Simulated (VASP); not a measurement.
# C (Pm-3m) in VASP: a series of runs

One crystal, C, is run at these levels: PBEsol; tasks: single point.

Everything below comes from runs of VASP 6.6.1. Logs are shortened: lines on timing, memory, paths and dates and some standing lists are left out, and cuts for length are marked.

### Step 1. The crystal as given

The structure is cubic, space group Pm-3m (No. 221). Conventional cell: a = 1.755 Å, b = 1.755 Å, c = 1.755 Å, α = 90.00°, β = 90.00°, γ = 90.00°. Around C (site symmetry m-3m) lie 6 C at 1.75 Å.

This isn't the form of C at room conditions, which is graphite.

### Step 2. Single point, PBEsol

INCAR reads:

```
PREC = Accurate ; ENCUT = 520
EDIFF = 1E-7 ; ISMEAR = -1
SIGMA = 0.1 ; LREAL = F
LASPH = T ; NELM = 60
ALGO = Normal ; ISIF = 2
LWAVE = F ; LCHARG = F
GGA = PS ; NBANDS = 8
```

KPOINTS reads:

```
regular mesh
0
Gamma
  29 29 29
```

POSCAR reads:

```
C
1.0
    1.7549706290      0.0000000000      0.0000000000
    0.0000000000      1.7549706290      0.0000000000
    0.0000000000      0.0000000000      1.7549706290
C
1
Direct
    0.0000000000      0.0000000000      0.0000000000
```

Potentials or basis: VASP PAW PBE potentials, release 64 (C).

On the command line:

```bash
> cat potpaw_PBE.64/C/POTCAR > POTCAR
> mpirun -np 1 vasp_std > vasp.out
```

OUTCAR:

```text
PREC = Accurate
   ENCUT = 520
   EDIFF = 1E-7
   ISMEAR = -1
   LREAL = F
   LASPH = T
   NELM = 60
   ISIF = 2
   GGA = PS

 ion  position               nearest neighbor table
   1  0.000  0.000  0.000-

  LATTYP: Found a simple cubic cell.
 ALAT       =     1.7549706290

  Lattice vectors:

 A1 = (   1.7549706290,   0.0000000000,   0.0000000000)
 A2 = (   0.0000000000,   1.7549706290,   0.0000000000)
 A3 = (   0.0000000000,   0.0000000000,   1.7549706290)

Analysis of symmetry for initial positions (statically):
=====================================================================
 Subroutine PRICEL returns:
 Original cell was already a primitive cell.

 Routine SETGRP: Setting up the symmetry group for a
 simple cubic supercell.

 Subroutine GETGRP returns: Found 48 space group operations
 (whereof 48 operations were pure point group operations)
 out of a pool of 48 trial point group operations.

The static configuration has the point symmetry O_h .

Analysis of symmetry for dynamics (positions and initial velocities):
=====================================================================
 Subroutine PRICEL returns:
 Original cell was already a primitive cell.

 Routine SETGRP: Setting up the symmetry group for a
 simple cubic supercell.

 Subroutine GETGRP returns: Found 48 space group operations
 (whereof 48 operations were pure point group operations)
 out of a pool of 48 trial point group operations.

The dynamic configuration has the point symmetry O_h .

 Subroutine INISYM returns: Found 48 space group operations
 (whereof 48 operations are pure point group operations),
 and found     1 'primitive' translations

----------------------------------------------------------------------------------------

                                     Primitive cell

  volume of cell :       5.4052

  direct lattice vectors                    reciprocal lattice vectors
     1.754970629  0.000000000  0.000000000     0.569810106  0.000000000  0.000000000
     0.000000000  1.754970629  0.000000000     0.000000000  0.569810106  0.000000000
     0.000000000  0.000000000  1.754970629     0.000000000  0.000000000  0.569810106

  length of vectors
     1.754970629  1.754970629  1.754970629     0.569810106  0.569810106  0.569810106

  position of ions in fractional coordinates (direct lattice)
     0.000000000  0.000000000  0.000000000

  ion indices of the primitive-cell ions
   primitive index   ion index
                 1           1
[... 69 lines left out ...]
   LASPH  =      T    aspherical Exc in radial PAW
   ENCUT  =  520.0 eV  38.22 Ry    6.18 a.u.   3.26  3.26  3.26*2*pi/ulx,y,z
   NELM   =     60;   NELMIN=  2; NELMDL= -5     # of ELM steps
   EDIFF  = 0.1E-06   stopping-criterion for ELM
   LREAL  =      F    real-space projection
   EDIFFG = 0.1E-05   stopping-criterion for IOM
   NSW    =      0    number of steps for IOM
   IBRION =     -1    ionic relax: 0-MD 1-quasi-New 2-CG
   NFREE  =      0    steps in history (QN), initial steepest desc. (CG)
   ISIF   =      2    stress and relaxation
   ISYM   =      2    0-nonsym 1-usesym 2-fastsym
   POTIM  = 0.5000    time-step for ionic-motion
   TEBEG  =    0.0;   TEEND  =   0.0 temperature during run
   PSTRESS=    0.0 pullay stress
   NELECT =       4.0000    total number of electrons
   NUPDOWN=      -1.0000    fix difference up-down
   EMIN   =  10.00;   EMAX   =-10.00  energy-range for DOS
   EFERMI =   0.00;   METHOD = LEGACY
   ISMEAR =    -1;   SIGMA  =   0.10  broadening in eV -4-tet -1-fermi 0-gaus
   EFERMI_NEDOS =   21; number of points for ismear=-14 and -15
   IALGO  =     38    algorithm
   IMIX   =      4    mixing-type and parameters
     AMIX     =   0.40;   BMIX     =  1.00
     AMIX_MAG =   1.60;   BMIX_MAG =  1.00
  volume/ion in A,a.u.               =       5.41        36.48
  Fermi-wavevector in a.u.,A,eV,Ry     =   1.480784  2.798276 29.833774  2.192721
  Thomas-Fermi vector in A             =   2.594775
   LORBIT       =      0    0 simple, 1 ext, 2 COOP (PROOUT), +10 PAW based schemes
   GGA     = PS    functional components
   LHFCALC =     F    Hartree Fock is set to
   AEXX    =    0.0000 exact exchange contribution
   IVDW    =     0    specifies the selected vdW correction
   LEPSILON=     F    determine dielectric tensor
   LRPA    =     F    only Hartree local field effects (RPA)
 non-spin polarized calculation
  energy-cutoff  :      520.00
  volume of cell :        5.41
 maximum number of plane-waves:       156
 NGX is ok and might be reduce to    14
   NGX =  7   NGY =  7   NGZ =  7

 number of electron       4.0000001 magnetization

 Free energy of the ion-electron system (eV)
  ---------------------------------------------------
  ext. energy  EPLUGINS =         0.00000000
  ---------------------------------------------------
  free energy    TOTEN  =        -7.06193604 eV

  energy without entropy =       -7.05369895  energy(sigma->0) =       -7.05781750

 E-fermi :  11.3922     XC(G=0): -14.0911

 val. band max:       11.3766057341   @ k =   0.2414   0.1724   0.0345
 cond. band min:      11.4320836837   @ k =   0.2414   0.2069   0.0690
 fundamental gap:      0.0554779496
 Fermi energy:        11.3922444922

 k-point     1 :       0.0000    0.0000    0.0000
  band No.  band energies     occupation
      1     -11.2833      2.00000
      2      20.9407      0.00000
      3      20.9407      0.00000
      4      20.9407      0.00000
      5      37.1358      0.00000
      6      37.1358      0.00000
      7      43.0229      0.00000
      8      68.2983      0.00000
[... 243 lines left out ...]
 k-point    24 :       0.3103    0.0345    0.0000
  band No.  band energies     occupation
      1      -7.3971      2.00000
      2       7.2428      2.00000
      3      22.8518      0.00000
      4      23.1562      0.00000
      5      41.5665      0.00000
      6      41.6263      0.00000
      7      51.6205      0.00000
      8      55.3039      0.00000

 [... further k-points ...]
[... 5 lines left out ...]
  --------------------------------------------------------------------------------------
  -------------------------------------------------------------------------------------
  Total        0.1202881      0.1202881      0.1202881      0.0000000      0.0000000     -0.0000000
  in kB       35.6552686     35.6552686     35.6552686      0.0000000      0.0000000     -0.0000000
  external PRESSURE =      35.6552686 kB  Pullay stress =       0.0000000 kB

 VOLUME and BASIS-vectors are now :
 -----------------------------------------------------------------------------
  energy-cutoff  :      520.00
  volume of cell :        5.41
      direct lattice vectors                 reciprocal lattice vectors
     1.754970629  0.000000000  0.000000000     0.569810106  0.000000000  0.000000000
     0.000000000  1.754970629  0.000000000     0.000000000  0.569810106  0.000000000
     0.000000000  0.000000000  1.754970629     0.000000000  0.000000000  0.569810106

 POSITION                                       TOTAL-FORCE (eV/Angst)
 -----------------------------------------------------------------------------------
      0.00000      0.00000      0.00000         0.000000      0.000000      0.000000
 -----------------------------------------------------------------------------------
    total drift:                               -0.000000     -0.000000     -0.000000

  FREE ENERGIE OF THE ION-ELECTRON SYSTEM (eV)
  ---------------------------------------------------
  free  energy   TOTEN  =        -7.0619360425 eV

  energy  without entropy=       -7.0536989541  energy(sigma->0) =       -7.05781750
```

OSZICAR:

```text
N       E                     dE             d eps       ncg     rms          rms(c)
DAV:   1    -0.549297352242E+01   -0.54930E+01   -0.26921E+03 12344   0.503E+02
DAV:   2    -0.708189485668E+01   -0.15889E+01   -0.14898E+01 14192   0.297E+01
DAV:   3    -0.708510719175E+01   -0.32123E-02   -0.32113E-02 12984   0.142E+00
DAV:   4    -0.708510765370E+01   -0.46195E-06   -0.46251E-06 16080   0.159E-02
DAV:   5    -0.708510765447E+01   -0.76852E-09   -0.54847E-10 12928   0.952E-05    0.211E+00
DAV:   6    -0.706759087429E+01    0.17517E-01   -0.10512E-02 12136   0.637E-01    0.129E+00
DAV:   7    -0.706194632761E+01    0.56445E-02   -0.14460E-02 13120   0.777E-01    0.131E-01
DAV:   8    -0.706193680908E+01    0.95185E-05   -0.13351E-04 12072   0.904E-02    0.154E-02
DAV:   9    -0.706193569073E+01    0.11183E-05   -0.70917E-06 15040   0.182E-02    0.780E-03
DAV:  10    -0.706193607569E+01   -0.38495E-06   -0.18645E-07 12320   0.362E-03    0.747E-04
DAV:  11    -0.706193604250E+01    0.33188E-07   -0.12773E-09  7088   0.303E-04
   1 F= -.70619360E+01 E0= -.70578175E+01  d E =-.823709E-02
```

stdout:

```text
POSCAR found type information on POSCAR C
 POSCAR found :  1 types and       1 ions
 scaLAPACK will be used
 -----------------------------------------------------------------------------
|                                                                             |
|                                                                             |
|     You enforced a specific xc type in the INCAR file but a different       |
|     I HOPE YOU KNOW WHAT YOU ARE DOING!                                     |
|                                                                             |
 -----------------------------------------------------------------------------

 LDA part: xc-table for (Slater+PW92), standard interpolation
 POSCAR, INCAR and KPOINTS ok, starting setup
 FFT: planning ... GRIDC
 FFT: planning ... GRID_SOFT
 FFT: planning ... GRID
 WAVECAR not read
 entering main loop
```

It took 11 s on 1 thread of Intel Xeon Platinum 8488C (Sapphire Rapids), shared host; peak memory 0.11 GiB.

Results:

| Quantity | Value |
| --- | --- |
| Free energy | -7.0619 eV |
| Pressure | 3.6 GPa |
| Band gap on the k mesh | none (metal or under the smearing width) |

Levels at points of the mesh, in eV from the Fermi level:
```tsv
k point	band 1	band 2	band 3	band 4	band 5	band 6	band 7
(0.00, 0.00, 0.00)	-22.68	9.55	9.55	9.55	25.74	25.74	31.63
```

Caveat: the PAW data sets were made with another functional, which shifts forces and pressure a little.

### Step 3. Single point, PBEsol

This run uses another cell than the first one, of 5.84 Å³/atom, 1.080 times its volume.

INCAR reads:

```
  PREC = Accurate
  ENCUT = 520
  EDIFF = 1E-7
  ISMEAR = -1
  SIGMA = 0.1
  LREAL = False
  LASPH = True
  NELM = 100
  ALGO = Normal
  ISIF = 2
  LWAVE = False
  LCHARG = False
  GGA = PS
  NBANDS = 8
```

KPOINTS reads:

```
Automatic mesh
0
Gamma
  20 20 20
```

POSCAR reads:

```
C
1.0
    1.8005745377      0.0000000000      0.0000000000
    0.0000000000      1.8005745377      0.0000000000
    0.0000000000      0.0000000000      1.8005745377
C
1
Direct
    0.0000000000      0.0000000000      0.0000000000
```

Potentials or basis: VASP PAW PBE potentials, release 64 (C).

On the command line:

```bash
> cat potpaw_PBE.64/C/POTCAR > POTCAR
> mpirun -np 1 vasp_std > vasp.out
```

Wall time 7 s (1 thread of Intel Xeon Platinum 8488C (Sapphire Rapids), shared host); peak memory 0.11 GiB.

It converged, with:

```
Free energy            : -7.0352 eV
Pressure               : -19.2 GPa
Band gap on the k mesh : none (metal or under the smearing width)
```

Levels at points of the mesh, in eV from the Fermi level:
```csv
k point,band 1,band 2,band 3,band 4,band 5,band 6
"(0.00, 0.00, 0.00)",-21.37,9.08,9.08,9.08,25.12,25.12
"(0.50, 0.00, 0.00)",-12.29,-11.60,12.24,12.24,28.73,32.75
"(0.50, 0.50, 0.00)",-5.66,-5.66,-2.85,8.18,14.78,40.43
"(0.50, 0.50, 0.50)",-0.81,-0.81,-0.81,7.81,17.26,17.26
```

Caveat: so large a pressure means that the cell lies far from this level's equilibrium, or that cutoff or potentials fall short; the potentials were made for another functional, which shifts forces and pressure.

### Step 4. Single point, PBEsol

INCAR reads:

```
SYSTEM = C
  PREC = Accurate
  ENCUT = 520
  EDIFF = 1E-7
  ISMEAR = -1
  SIGMA = 0.1
  LREAL = .False.
  LASPH = .True.
  NELM = 60
  ALGO = Normal
  ISIF = 2
  LWAVE = .False.
  LCHARG = .True.
  GGA = PS
  LELF = .True.
  LVHAR = .True.
  NBANDS = 8
```

KPOINTS reads:

```
Automatic mesh
0
Gamma
  20 20 20
  0 0 0
```

POSCAR reads:

```
C
1.0
    1.7549706290      0.0000000000      0.0000000000
    0.0000000000      1.7549706290      0.0000000000
    0.0000000000      0.0000000000      1.7549706290
C
1
Direct
    0.0000000000      0.0000000000      0.0000000000
```

On the command line:

```bash
> cat potpaw_PBE.64/C/POTCAR > POTCAR
> mpirun -np 1 vasp_std > vasp.out
```

Wall time 4.7 s (1 thread of Intel Xeon Platinum 8488C (Sapphire Rapids), shared host); peak memory 0.11 GiB.

Results (log left out):

```yaml
Free_energy: -7.0563 eV
Pressure: 4.6 GPa
Band_gap_on_the_k_mesh: none (metal or under the smearing width)
```

Levels at points of the mesh, in eV from the Fermi level:
```tsv
k point	band 1	band 2	band 3	band 4	band 5	band 6	band 7
(0.00, 0.00, 0.00)	-22.58	9.64	9.64	9.64	25.84	25.84	31.72
(0.50, 0.00, 0.00)	-12.78	-12.62	13.09	13.09	30.04	33.92	40.09
(0.50, 0.50, 0.00)	-6.23	-6.23	-2.48	7.91	15.89	42.33	42.33
(0.50, 0.50, 0.50)	-0.97	-0.97	-0.97	9.37	17.50	17.50	17.50
```

Caveat: the PAW data sets were made with another functional, which shifts forces and pressure a little.

### Step 5. The runs side by side

| cell | k mesh | gap on the mesh (eV) | pressure (GPa) |
| --- | --- | --- | --- |
| Pm-3m, 5.41 Å³/atom | 29 × 29 × 29 | none | 3.6 |
| Pm-3m, 5.84 Å³/atom | 20 × 20 × 20 | none | -19.2 |
| Pm-3m, 5.41 Å³/atom | 20 × 20 × 20 | none | 4.6 |

Alike in all rows: task single point; level PBEsol; potentials or basis VASP PAW PBE potentials, release 64 (C); no spin polarisation; cutoff (eV) 520; smearing fermi-dirac 0.1 eV.

Every run on the cell as given and a fine mesh finds a metal.

Caveats: the PAW data sets were made with another functional, which shifts forces and pressure a little (some runs); so large a pressure means that the cell lies far from this level's equilibrium, or that cutoff or potentials fall short (some runs); the potentials were made for another functional, which shifts forces and pressure (some runs).

Absolute energies hang on the potentials; compare differences alone.
